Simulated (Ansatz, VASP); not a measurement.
**SbSe2: VASP beside Ansatz**

```
Sb Se
1.0
     0.00000    4.11486    4.11486
     4.11486    0.00000    4.11486
     4.11486    4.11486    0.00000
Sb Se
2 4
Direct
  0.50000 0.50000 0.50000
  0.75000 0.75000 0.75000
  0.12500 0.12500 0.12500
  0.62500 0.12500 0.12500
  0.12500 0.12500 0.62500
  0.12500 0.62500 0.12500
```

Change from the starting cell: species swapped into the GdS2 type (Fd-3m, No. 227).

Alike in both runs: functional PBE; k mesh 8 × 8 × 8; occupations gaussian, width 0.1 eV; no spin polarisation.

Ansatz relaxed the structure, and its values are those at the end. VASP's run is a single point on that final structure, the one shown.

|  | VASP | Ansatz |
| --- | --- | --- |
| version | VASP 6.6.1 | Ansatz 0.2.0 |
| potentials or method | VASP PAW PBE potentials, release 64 (Sb, Se) | scalar-relativistic, plane waves, PAW |
| plane-wave cutoff (eV) | 520 | 420 |
| valence electrons in the cell | 34 | 94 |

|  | VASP | Ansatz | Ansatz less VASP |
| --- | --- | --- | --- |
| gap on the k mesh at the Fermi level (eV) | none | none | - |
| pressure (GPa) | -0.1 | 0.0 | +0.09 |

A gap of «none» marks a metal or a gap that the smearing closes. The two sets of potentials don't hold the same shells in valence.

The runs have no spin-orbit coupling, so splittings on Sb are missing.
